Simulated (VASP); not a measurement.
FeO: single point with PBEsol

Crystal: FeO.

```
CELL_PARAMETERS angstrom
1.51768 0.87623 2.51579
-1.51768 -0.87623 5.03159
0.00000 -3.50494 5.03159
ATOMIC_POSITIONS crystal
Fe 0.00000 0.00000 0.00000
Fe 0.00000 0.00000 0.50000
O 0.50000 0.50000 0.00000
O 0.50000 0.50000 0.50000
```

```yaml
Program: VASP 6.6.1
Task: single point
Functional: PBEsol
Potentials_or_basis: VASP PAW PBE potentials, release 64 (Fe, O)
Cutoff: 450 eV
k_mesh: 9 × 9 × 7
Occupations: gaussian, width 0.05 eV
Spin: collinear spin, ferromagnetic start
Starting_moments: "[4.0, 4.0, 0.0, 0.0] μB"
Further_INCAR_settings: ALGO = Normal; EDIFF = 1e-06; NBANDS = 26
```

```
Band gap on the k mesh                                : none (metal or under the smearing width)
Net moment                                            : 8.00 μB per cell
Site moments                                          : Fe +3.61; O +0.30 μB
Valence electrons inside the program's atomic spheres : Fe 6.74; O 4.98
```

Levels at points of the mesh, in eV from the Fermi level:
Spin up:
| k point | band 16 | band 17 | band 18 | band 19 | band 20 | band 21 |
| --- | --- | --- | --- | --- | --- | --- |
| (0.00, 0.00, 0.00) | -2.77 | -2.77 | -2.76 | -0.01 | 5.15 | 8.61 |
Spin down:
```tsv
k point	band 7	band 8	band 9	band 10	band 11	band 12	band 13	band 14
(0.00, 0.00, 0.00)	-3.19	-3.19	-2.13	-0.78	-0.70	-0.70	0.13	0.13
```

Wall time 9.4 min on 1 thread of Intel(R) Xeon(R) Platinum 8488C (Sapphire Rapids), with other jobs on the host, peak memory 0.47 GiB.

Caveat: semilocal functionals often make such compounds metallic where correlation or magnetic order opens a gap, which also shifts bond lengths; only a ferromagnetic start was run, and an antiferromagnetic order may lie lower in energy. With open d or f shells a metallic result of PBEsol can be an artefact of self-interaction; +U or a hybrid may open a gap.
